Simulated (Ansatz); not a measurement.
# SiO2: the cost of one run

Computed with Ansatz 0.2.0 (DFT PBEsol, scalar-relativistic, plane waves, PAW, unless a step's input says otherwise).

The COD cell was measured well above room temperature, so it is larger than a cold one.

1 further run of the same task is left out (it didn't finish). Runs told in other sessions of the task aren't counted.

## Step 1: The structure to begin with

Symmetry: P6_222, No. 180, hexagonal system. The conventional cell has a = 4.997 Å, b = 4.997 Å, c = 5.457 Å, α = 90.00°, β = 90.00°, γ = 120.00°. Around Si (site symmetry 222) lie 4 O at 1.59 Å. Around O (site symmetry 2) lie 2 Si at 1.59 Å.

Structure file:

```
Si O
1.0
     4.99710    0.00000    0.00000
    -2.49855    4.32762    0.00000
     0.00000    0.00000    5.45740
Si O
3 6
Direct
  0.50000 0.00000 0.00000
  0.50000 0.50000 0.33333
  0.00000 0.50000 0.66667
  0.41550 0.20775 0.16667
  0.20775 0.41550 0.50000
  0.79225 0.20775 0.83333
  0.58450 0.79225 0.16667
  0.79225 0.58450 0.50000
  0.20775 0.79225 0.83333
```

The structure comes from the Crystallography Open Database.

(A quick probe on a coarse mesh, which set the mesh and smearing, is not shown.)

## Step 3: A loose first relaxation

Input file input.yaml:

```yaml
crystal:
  lattice:
    - [4.997101929, 0.0, 0.0]
    - [-2.4985509645, 4.3276172158, 0.0]
    - [0.0, 0.0, 5.4574]
  atoms:
    - { symbol: Si, position: [0.5, 0.0, 0.0] }
    - { symbol: Si, position: [0.5, 0.5, 0.3333333333] }
    - { symbol: Si, position: [0.0, 0.5, 0.6666666667] }
    - { symbol: O, position: [0.4155, 0.20775, 0.1666666667] }
    - { symbol: O, position: [0.20775, 0.4155, 0.5] }
    - { symbol: O, position: [0.79225, 0.20775, 0.8333333333] }
    - { symbol: O, position: [0.5845, 0.79225, 0.1666666667] }
    - { symbol: O, position: [0.79225, 0.5845, 0.5] }
    - { symbol: O, position: [0.20775, 0.79225, 0.8333333333] }
basis:
  ecutwfc: 420
kpoints:
  mp_grid: { grid: [6, 6, 4] }
hamiltonian:
  xc: pbesol
scf:
  occupations: { method: gaussian, width: 0.1 }
output:
  forces: true
  stress: true
  eigenvalues: true
relax:
  adjacent_minimum: "off"
  f_tol: 0.05
  max_steps: 80
  cell: { stress_tol: 0.5 }
```

Launch:

```console
> ansatz run input.yaml --threads 2 --pin off --max-ram 5120MiB --backend cpu --events-out ev --progress --plain --runs-dir out
```

Q: Estimate wall time and peak memory on 2 threads of Arm Neoverse V1, shared host.

About 29 s, with a peak of 0.38 GiB.
